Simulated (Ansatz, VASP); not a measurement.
This is a calculation of Se for VASP 6.6.1.

Contents of INCAR:

```
ALGO = Normal
EDIFF = 1E-7
ENCUT = 520
GGA = PS
ISIF = 2
ISMEAR = -1
LASPH = True
LCHARG = False
LREAL = False
LWAVE = False
NBANDS = 16
NELM = 100
PREC = Accurate
SIGMA = 0.05
```

Contents of KPOINTS:

```
k-points
0
Gamma
  7 7 6
```

File POSCAR:

```
Se
1.0
    4.4518335053      0.0000000000      0.0000000000
   -2.2259167526      3.8554009090      0.0000000000
    0.0000000000      0.0000000000      5.0507540772
Se
3
Direct
    0.7746000000      0.7746000000      0.0000000000
    0.0000000000      0.2254000000      0.6666666667
    0.2254000000      0.0000000000      0.3333333333
```

Potentials or basis: VASP PAW PBE potentials, release 64 (Se).

Run with:

```bash
$ cat potpaw_PBE.64/Se/POTCAR > POTCAR
$ mpirun -np 1 vasp_std > vasp.out
```

**Question.** Set up the same calculation for Ansatz 0.2.0. Potentials there: Ansatz PAW.

**Answer.** As run (the cutoff follows the program's own potentials):

The input input.yaml:

```yaml
crystal:
  lattice:
    - [4.4518335053, 0.0, 0.0]
    - [-2.2259167526, 3.855400909, 0.0]
    - [0.0, 0.0, 5.0507540772]
  atoms:
    - { symbol: Se, position: [0.7746, 0.7746, 0.0] }
    - { symbol: Se, position: [0.0, 0.2254, 0.6666666667] }
    - { symbol: Se, position: [0.2254, 0.0, 0.3333333333] }
hamiltonian:
  xc: pbesol
  pseudopotentials: { kind: paw }
kpoints:
  mp_grid: { grid: [7, 7, 6] }
scf:
  occupations: { method: fermi_dirac, width: 0.05 }
output:
  forces: true
  stress: true
  eigenvalues: true
```

Potentials or basis: Ansatz PAW.

Run with:

```console
$ ansatz run input.yaml --threads 1 --pin off --max-ram 3584MiB --backend cpu --events-out ev --progress --plain --runs-dir out
```

Both were run:

|  | VASP | Ansatz | Ansatz less VASP |
| --- | --- | --- | --- |
| gap on the k mesh at the Fermi level (eV) | 1.11 | 1.12 | +0.008 |
| least direct gap on the mesh (eV) | 1.36 | 1.37 | +0.009 |
| pressure (GPa) | -2.6 | -2.7 | -0.14 |
| largest component of the traceless stress (GPa) | 0.16 | 0.21 | +0.051 |
| rms of the force components (eV/Å) | 0.139 | 0.159 | +0.0201 |

Atom by atom the forces differ by 0.020 eV/Å (rms over components). With one functional, cell and mesh, what is left measures potentials, basis and numerics. The two sets of potentials don't hold the same shells in valence.

Caveats: the PAW data sets were made with another functional, which shifts forces and pressure a little (VASP); an odd mesh through Γ misses points on the zone boundary, where band edges often lie (VASP); odd divisions of the mesh miss points on the zone boundary, where band edges often lie, so the gap on the mesh can be too wide (Ansatz); the PAW data sets come from PBE, with cores solved anew for the run's functional, which leaves a small shift of forces and pressure (Ansatz).
